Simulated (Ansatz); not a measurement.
# HfO2: band gap under strain

How does strain move the band edges of HfO2 (fluorite), and do the functionals agree on it? States: -2.0 % equal strain in all directions; -1.0 % equal strain in all directions; +1.0 % equal strain in all directions.

Code: Ansatz 0.2.0. PAW datasets, plane waves. Computed at 0 K without zero-point motion; spin polarisation is off.

**1. The cell**

The unstrained cell was relaxed with r2SCAN; in each strained cell the atoms were relaxed again with r2SCAN. Names of k-points are those of the unstrained zone, where strain can split equivalent points. First state: -2.0 % equal strain in all directions.

Space group Fm-3m (No. 225), cubic; conventional cell a = 4.957 Å, 10.15 Å³ an atom. Near Hf stand 8 O at 2.15 Å; near O stand 4 Hf at 2.15 Å.

Structure file:

```xyz
3
Lattice="0.0000 2.4786 2.4786 2.4786 0.0000 2.4786 2.4786 2.4786 0.0000" Properties=species:S:1:pos:R:3 pbc="T T T"
Hf    0.0000    0.0000    0.0000
O     1.2393    1.2393    1.2393
O     3.7179    3.7179    3.7179
```

From earlier runs on the unstrained cell: PBE 3.80 eV, r2SCAN 4.30 eV, HSE06 5.41 eV, r2SCAN+SOC 4.31 eV, G0W0 5.17 eV (on its mesh); a = 5.058 Å.

**2. -2.0 % equal strain in all directions: PBE**

Contents of input.yaml:

```yaml
crystal:
  lattice:
    - [0.0, 2.4785986729, 2.4785986729]
    - [2.4785986729, 0.0, 2.4785986729]
    - [2.4785986729, 2.4785986729, 0.0]
  atoms:
    - { symbol: Hf, position: [0.0, 0.0, 0.0] }
    - { symbol: O, position: [0.25, 0.25, 0.25] }
    - { symbol: O, position: [0.75, 0.75, 0.75] }
kpoints:
  mp_grid: { grid: [8, 8, 8] }
  band_path:
    path:
      - [0.0, 0.0, 0.0]
      - [0.5, 0.0, 0.5]
      - [0.625, 0.25, 0.625]
      - [0.375, 0.375, 0.75]
      - [0.5, 0.5, 0.5]
      - [0.5, 0.25, 0.75]
      - [0.0, 0.5, 0.5]
    npoints: 1
hamiltonian:
  xc: pbe
scf:
  occupations: { method: fermi_dirac, width: 0.02 }
  n_extra_bands: 4
output:
  forces: true
  stress: true
  eigenvalues: true
```

Command:

```bash
$ ansatz run input.yaml --threads 2 --pin off --max-ram 29491MiB --backend cpu --events-out ev --progress --plain --runs-dir out
```

The runs that follow: -2.0 % equal strain in all directions: r2SCAN; -2.0 % equal strain in all directions: HSE06; -2.0 % equal strain in all directions: r2SCAN+SOC; -2.0 % equal strain in all directions: r2SCAN; -2.0 % equal strain in all directions: G0W0@PBE; -1.0 % equal strain in all directions: PBE; -1.0 % equal strain in all directions: r2SCAN; -1.0 % equal strain in all directions: HSE06; -1.0 % equal strain in all directions: r2SCAN+SOC; -1.0 % equal strain in all directions: r2SCAN; -1.0 % equal strain in all directions: G0W0@PBE; +1.0 % equal strain in all directions: PBE; +1.0 % equal strain in all directions: r2SCAN; +1.0 % equal strain in all directions: HSE06; +1.0 % equal strain in all directions: r2SCAN+SOC; +1.0 % equal strain in all directions: r2SCAN; +1.0 % equal strain in all directions: G0W0@PBE.

Q: Predict the outcome of this session.

**Answer**, as computed:

Least gap in eV (negative: overlap), with the change from the unstrained cell in brackets. G0W0 is on its own coarse mesh.

```
                                state  volume change (%)           PBE        r2SCAN         HSE06          G0W0
-2.0 % equal strain in all directions               -5.9  3.95 (+0.15)  4.46 (+0.16)  5.58 (+0.17)  5.35 (+0.18)
-1.0 % equal strain in all directions               -3.0  3.88 (+0.08)  4.38 (+0.08)  5.50 (+0.09)  5.26 (+0.09)
+1.0 % equal strain in all directions               +3.0  3.73 (-0.07)  4.22 (-0.08)  5.32 (-0.09)  5.07 (-0.10)
```

With HSE06, of the states in the table -2.0 % equal strain in all directions shifts the gap most, by +0.172 eV. PBE and HSE06 differ by 1.61 eV on the unstrained gap, and by at most 0.03 eV on its change: the two disagree on the size of the gap but agree on its response to strain. Spin-orbit coupling is left out of the table, though the cell holds Hf (Z = 72); in an element this heavy it can shift bands and gaps by tenths of an eV. G0W0 here is at a finite number of bands, screening cutoff and k mesh, not at the basis limit.
